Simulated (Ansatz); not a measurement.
# TiC (P-6m2) in Ansatz: settings compared, part 2 of 3

Ansatz 0.2.0.

## Step 3: Density of states, PBE

Contents of input.yaml:

```yaml
crystal:
  lattice:
    - [3.04209, 0.0, 0.0]
    - [-1.52104, 2.63452, 0.0]
    - [0.0, 0.0, 2.69797]
  atoms:
    - { symbol: Ti, position: [0.0, 0.0, 0.5] }
    - { symbol: C, position: [0.33333, 0.66667, 0.0] }
hamiltonian:
  xc: pbe
  pseudopotentials: { kind: paw }
kpoints:
  mp_grid: { grid: [10, 10, 10] }
scf:
  occupations: { method: fermi_dirac, width: 0.05 }
  n_extra_bands: 6
output:
  forces: true
  stress: true
  eigenvalues: true
  dos: { projected: false, de: 0.05, nscf_kmesh: { grid: [15, 15, 15] } }
```

Potentials or basis: Ansatz PAW.

Launch:

```console
ansatz run input.yaml --threads 2 --pin off --max-ram 5632MiB --backend cpu --events-out ev --progress --plain --runs-dir out
```

The log of the run:

```text
Warning: the atoms were moved onto the symmetric positions of the space group found under crystal.symmetry.tolerance 1.0e-5 (fractional; no operation is sought that the atoms, as they stand in a round, miss by more than twice it, and no atom is moved by as much as it), and the run uses the moved positions. Before a round's move an operation carried an atom to 1.52e-5 Å from where it should land, the largest such distance. Atom 1 (counting from 0) moved farthest, by 1.76e-5 Å; the longest move in fractions of the cell, of whichever atom, is 0.47 of the tolerance, in 1 round. To run the atoms as typed, lower crystal.symmetry.tolerance until the operations that they miss are no longer found, or set crystal.symmetry.detect: false (a key that needs symmetry detection or time reversal refuses this as the deck is read). The positions used, in the order of the run's atom list: position: [-1.8503646491007004e-17, 5.5510939473021013e-17, 0.5]; position: [0.3333333333333333, 0.6666666666666667, 0.0]; The lattice was moved too: crystal.lattice keeps the space group found at crystal.symmetry.tolerance 1.0e-5 only nearly: the operation that it misses by the most changes a squared length by the fraction 6.65e-6. The run uses the lattice that is a stretch of the typed one, with no rotation, onto the one that keeps every operation to a double's rounding (on a very oblique basis the stretch itself rounds by more); the deck's lattice vector that moved farthest moved by 5.07e-6 Å. To run the lattice as typed, set crystal.symmetry.tolerance under 2.84e-6, the least fraction by which an operation that the lattice misses changes a squared length (the same key also sets how far an atom may lie from its image, so lowering it can lose operations that the atoms keep only within it), or set crystal.symmetry.detect: false, as for the atoms. crystal.lattice made exact, in Å and degrees: [[3.042085831189679, -2.886751345946343e-6, 0.0], [-1.5210404155948394, 2.6345250536786344, 0.0], [0.0, 0.0, 2.69797]]. Pasted over the deck's crystal.lattice, beside positions in fractional coordinates, it runs the same cell (given as lengths and angles, that cell in the form's own orientation, a rigid turn of the misfit's size from the one run here, for which a checkpoint.post_process_only pass over this run's state can be refused: where this run relaxes nothing, give such a pass this deck's own crystal.lattice, as typed; behind a relaxation, as crystal.lattice, the state's own cell, identity.cell in its checkpoint.json), and a matrix so pasted ends this notice, except on a very skew basis of the lattice, where the rounding of the pasted numbers themselves can read as a misfit: the cell is then moved again, and that move is told again. The lattice as run is in this notice's lattice.as_run_ang field (Run.prep()["deck_notices"] in Python, the deck_notice line of an events file, deck_notices of ansatz run --dry-run=json, or deck_notices in record.json in the deck's checkpoint.write directory).
Warning: RAYON_NUM_THREADS=2 ignored (pool sized by the plan → 2); use --threads N
scf.n_extra_bands = 6 over 8 filled bands (N_el = 16.0): the run solves 14 bands
Engine: ansatz 0.2.0, x86_64-unknown-linux-gnu
Pseudopotentials: kind: paw
Pseudopotential: Ti, paw, valence charge 12, recommended cutoff 420 eV (normal), Ti.paw.azcp
Pseudopotential: C, paw, valence charge 4, recommended cutoff 420 eV (normal), C.paw.azcp
Functional definition: PBE
  parameter kappa = 0.804
  parameter beta = 0.06672455060314922
  exchange = pbe_x(kappa = kappa, mu = beta*pi^2/3)
  correlation = pbe_c(beta = beta)
Crystal: 2 atoms, lattice volume = 21.623 Å³
Basis set: ecut = 420 eV, 417 PW (Γ), exchange–correlation on 48×48×40 points (8 copies of the dense FFT grid, shifted against one another)
Bands: 14, of which v1, the nominal top of the filled ones, is band 8 counted from 1 (7 counted from 0)
Symmetry: 12 space group operations
Space group: P-6m2 (ITA 187), of the structure as read, at distance tolerance 2.8e-5 Å
k-points: 84 of 1000 (time reversal used)
Non-local potential: Ti, projectors of the file, l = 0: 3, l = 1: 2, l = 2: 3, l = 3: 1
Non-local potential: C, projectors of the file, l = 0: 2, l = 1: 2, l = 2: 1
PAW form: soft (Blöchl's): semilocal exchange-correlation on the pseudo side does not see the compensation charge
PAW one-centre angular grid: Ti, 590 points (default); XC on 64 Gauss nodes
PAW one-centre angular grid: C, 110 points (default); XC on 64 Gauss nodes
Initial density: superposition of atomic densities (neutral atoms: chi_scale 0, normalization atom), corrected by the library's trained network
Initial wavefunctions: pseudopotential atomic-orbital guess
Functional: x = pbe(κ = 0.804, μ = 0.2195149727645171), c = pbe(β = 0.06672455060314922)
SCF iter   1: F=—  HF=-2750.913023 eV  |F-HF|=—  |Δ(HF+E_count)|=         —  Δρ=7.08e-3  dr2=7.41e-3  ethr=1.77e-3  ⟨swp⟩=4.5  Hψ=5535  notcnv=0
preconditioner: auto → none  [metal: Δε(μ)=0.037 eV  Ē_g=9.011 eV  σ=0.050 eV  W_gap=0.18  n_scr=8 (ndim 8)  ℏωp=22.6 eV  f_vac=0.000  D(μ)=0.49/eV (n_scr^D=0)  sad-step TF]
SCF iter   2: F=—  HF=-2750.913433 eV  |F-HF|=—  |Δ(HF+E_count)|=   4.10e-4  Δρ=4.42e-3  dr2=3.36e-3  ethr=4.63e-5  ⟨swp⟩=1.0  Hψ=1848  notcnv=0  defer=5
SCF iter   3: F=—  HF=-2750.914197 eV  |F-HF|=—  |Δ(HF+E_count)|=   7.64e-4  Δρ=4.00e-4  dr2=1.93e-5  ethr=2.10e-5  ⟨swp⟩=2.4  Hψ=1450  notcnv=0  defer=5
SCF iter   4: F=—  HF=-2750.914200 eV  |F-HF|=—  |Δ(HF+E_count)|=   3.09e-6  Δρ=5.35e-5  dr2=3.86e-7  ethr=1.21e-7  ⟨swp⟩=2.6  Hψ=1668  notcnv=0  defer=5
iter 5 did not close the SCF: its close was put off for the readings that it lacked (scf_convergence_deferred on its scf_iter line)
SCF iter   5: F=-2750.914201 eV  HF=-2750.914201 eV  |F-HF|=2.96e-9  |Δ(HF+E_count)|=   3.11e-7  Δρ=7.71e-6  dr2=8.74e-9  ethr=2.41e-9  ⟨swp⟩=2.6  Hψ=1740  notcnv=0  defer=5
SCF iter   6: F=-2750.914201 eV  HF=-2750.914201 eV  |F-HF|=3.00e-11  |Δ(HF+E_count)|=  1.91e-10  Δρ=1.09e-6  dr2=1.50e-10  ethr=5.46e-11  ⟨swp⟩=4.5  Hψ=4364  notcnv=0
SCF 1 converged in 6 iterations: F = -2750.914201 eV  dr2 = 1.50e-10
NSCF: frozen V_eff on 216 k-points
SCF converged after 6 iterations
Free energy (F): -2750.914201 eV
Harris-Foulkes:  -2750.914201 eV  (|F-HF|=3.00e-11)
Internal energy: -2750.910269 eV  (E = F + TS)
E sigma→0 (E₀):  -2750.912235 eV
Entropy (-TS):   -0.003932 eV (-1.966 meV/atom)
Fermi energy:    13.581609 eV
--- Per-component energies (eV) ---
  E_band       = -124.535022
  E_kinetic    = 361.256798
  E_local      = -838.174874  (includes V_loc(G=0)·N_el)
  E_nonlocal   = 32.964667
  E_hartree    = 339.076460
  E_xc         = -146.612369
  E_vxc        = -183.005624  (∫ρ·V_xc dr)
  E_paw        = -1145.548417  (= ΣΔE_a)
  E_vpaw       = -175.728968  (= ΣTr[D̂ρ^β])
  E_aug_tail   = 0.000136  (compensation charges beyond the density's cutoff)
  E_ewald      = -1353.872669
  E_smearing   = -0.003932  (= −TS)
  E_closure    = -0.000000  (closes the sum)
  Σ components = -2750.914201   (vs F -2750.914201, Δ=0.00e0)
--- Forces (eV/Å), atoms counted from 1 ---
  atom   1  Ti     0.00000000    -0.00000000     0.00000000
  atom   2  C      0.00000000    -0.00000000     0.00000000
  max |Σ_I F_I| component: 2.96e-16 eV/Å
--- Stress (GPa, compression-positive) ---
        0.195448      -0.000000       0.000000
       -0.000000       0.195448       0.000000
        0.000000       0.000000      -0.195072
  P = ⅓ Tr σ = 0.0653 GPa (0.653 kbar)
--- Band table (eV; the first three rows and the last of 84) ---
  k-point 0: bands = ["-42.9199", "-19.0843", "-19.0843", "-18.6360", "1.5904", "11.9962", "11.9962", "12.6276", "15.8839", "16.9325", "16.9325", "19.2730", "19.2730", "21.1065"]
  k-point 1: bands = ["-42.9105", "-19.0768", "-19.0768", "-18.7113", "1.7880", "12.1023", "12.1023", "12.4141", "15.8164", "16.5057", "16.5057", "19.4332", "19.4332", "21.2976"]
  k-point 2: bands = ["-42.8859", "-19.0574", "-19.0574", "-18.9052", "2.3529", "11.5433", "12.3932", "12.3932", "15.7010", "15.7010", "16.1042", "19.4739", "19.4739", "21.8107"]
  k-point 83: bands = ["-42.7656", "-19.2859", "-19.2819", "-19.2099", "4.9939", "9.2372", "9.8349", "13.0998", "14.6537", "17.7126", "18.3894", "18.6617", "21.1415", "22.3118"]
```

dos.tsv:

```text
# E-E_F[eV]	g_bin_mean(E)[states/eV]	N(E)
# format = ansatz-dos/2
# fermi_ev = 13.564231
# fermi_mp_grid = 15 15 15
# fermi_mp_shift = 0 0 0
# nscf_kmesh_grid = 15 15 15
# nscf_kmesh_shift = 0 0 0
# tetrahedron_fermi_ev = 13.568219
# g_bin_mean(E): the states in a bin one row spacing wide, centred on E, divided by that spacing. States that the method places at a single energy (under output.dos.method: tetrahedron, those of a tetrahedron whose four corners have one energy) are counted whole in the row whose bin holds that energy (on the edge of two bins, in the lower row). The sum of g_bin_mean over a run of rows, times the row spacing, is the number of states from half a spacing under the first of them to half a spacing over the last (a plain sum, not the trapezoid rule).
-56.984101	0.000000e0	0.000000e0
-56.934101	0.000000e0	0.000000e0
-56.884101	0.000000e0	0.000000e0
-56.834101	0.000000e0	0.000000e0
-56.784101	0.000000e0	0.000000e0
-56.734101	0.000000e0	0.000000e0
[... 1398 lines left out ...]
13.215899	0.000000e0	2.800000e1
13.265899	0.000000e0	2.800000e1
```

Run time: 3.1 s. Hardware: 2 threads of Intel Xeon at 2.70GHz, shared host; peak memory 0.34 GiB.

What came out:

* Free energy: -2750.9142 eV
* Pressure: 0.1 GPa
* Band gap on the k mesh: none (metal or under the smearing width)
* Density of states at the Fermi level: 0.09 states/eV per cell

Stress tensor (GPa, compression positive):
```
 0.20  0.00  0.00
 0.00  0.20  0.00
 0.00  0.00 -0.20
```

Levels at points of the mesh, in eV from the Fermi level:
```
             k point  band 5  band 6  band 7  band 8  band 9  band 10  band 11  band 12
  (0.00, 0.00, 0.00)  -11.99   -1.59   -1.59   -0.95    2.30     3.35     3.35     5.69
 (0.00, 0.00, -0.50)   -8.86   -5.59   -0.50   -0.50    1.15     1.15     4.71     4.74
 (0.00, -0.50, 0.00)   -9.59   -4.86   -0.75   -0.30    0.22     3.05     3.49     3.75
(0.00, -0.50, -0.50)   -8.79   -4.00   -2.56   -2.22    1.50     3.30     4.37     5.58
```

States per cell in windows of 1 eV (zero at the Fermi level; states under -8 eV left out):
```csv
from (eV),total
-8.0,0.00
-7.0,0.00
-6.0,0.03
-5.0,0.93
-4.0,1.03
-3.0,0.93
-2.0,2.04
-1.0,1.04
0.0,1.57
1.0,0.67
2.0,1.15
3.0,1.76
4.0,1.80
5.0,1.74
6.0,1.11
7.0,0.21
```

## Step 4: Band structure, PBEsol

Changes to input.yaml since step 3:

```diff
@@ -9,3 +9,3 @@
 hamiltonian:
-  xc: pbe
+  xc: pbesol
   pseudopotentials: { kind: paw }
@@ -13,2 +13,8 @@
   mp_grid: { grid: [10, 10, 10] }
+  band_path:
+    path:
+      - [[0.0, 0.0, 0.0], [0.5, 0.0, 0.0], [0.3333333333, 0.3333333333, 0.0], [0.0, 0.0, 0.0], [0.0, 0.0, 0.5], [0.5, 0.0, 0.5], [0.3333333333, 0.3333333333, 0.5], [0.0, 0.0, 0.5]]
+      - [[0.5, 0.0, 0.5], [0.5, 0.0, 0.0]]
+      - [[0.3333333333, 0.3333333333, 0.0], [0.3333333333, 0.3333333333, 0.5]]
+    npoints: 14
 scf:
@@ -20,2 +26,2 @@
   eigenvalues: true
-  dos: { projected: false, de: 0.05, nscf_kmesh: { grid: [15, 15, 15] } }
+  fatbands: true
```

Launch:

```console
ansatz run input.yaml --threads 2 --pin off --max-ram 5632MiB --backend cpu --events-out ev --progress --plain --runs-dir out
```

It took 3.3 s on 2 threads of Intel Xeon at 2.70GHz, shared host; peak memory 0.34 GiB.

Results (log left out):

```
Free energy            : -2721.0016 eV
Pressure               : -6.1 GPa
Band gap on the k mesh : none (metal or under the smearing width)
```

Stress tensor (GPa, compression positive):
```
-5.76  0.00  0.00
 0.00 -5.76  0.00
 0.00  0.00 -6.80
```

Levels at the corners of the path, in eV from the Fermi level:
| point | band 6 | band 7 | band 8 | band 9 | band 10 | band 11 |
| --- | --- | --- | --- | --- | --- | --- |
| Γ | -1.59 | -1.59 | -0.99 | 2.32 | 3.38 | 3.38 |
| M | -4.89 | -0.79 | -0.29 | 0.24 | 3.08 | 3.51 |
| K | -3.59 | -3.30 | -0.24 | 1.90 | 2.23 | 2.46 |
| Γ | -1.59 | -1.59 | -0.99 | 2.32 | 3.38 | 3.38 |
| A | -5.63 | -0.49 | -0.49 | 1.15 | 1.15 | 4.75 |
| L | -4.01 | -2.56 | -2.22 | 1.45 | 3.33 | 4.40 |
| H | -4.47 | -3.73 | -0.41 | 1.08 | 4.12 | 4.85 |
| A | -5.63 | -0.49 | -0.49 | 1.15 | 1.15 | 4.75 |
| L | -4.01 | -2.56 | -2.22 | 1.45 | 3.33 | 4.40 |
| M | -4.89 | -0.79 | -0.29 | 0.24 | 3.08 | 3.51 |
| K | -3.59 | -3.30 | -0.24 | 1.90 | 2.23 | 2.46 |
| H | -4.47 | -3.73 | -0.41 | 1.08 | 4.12 | 4.85 |

Caveat: the PAW data sets come from PBE, with cores solved anew for the run's functional, which leaves a small shift of forces and pressure.

(Continued in part 3 of 3.)
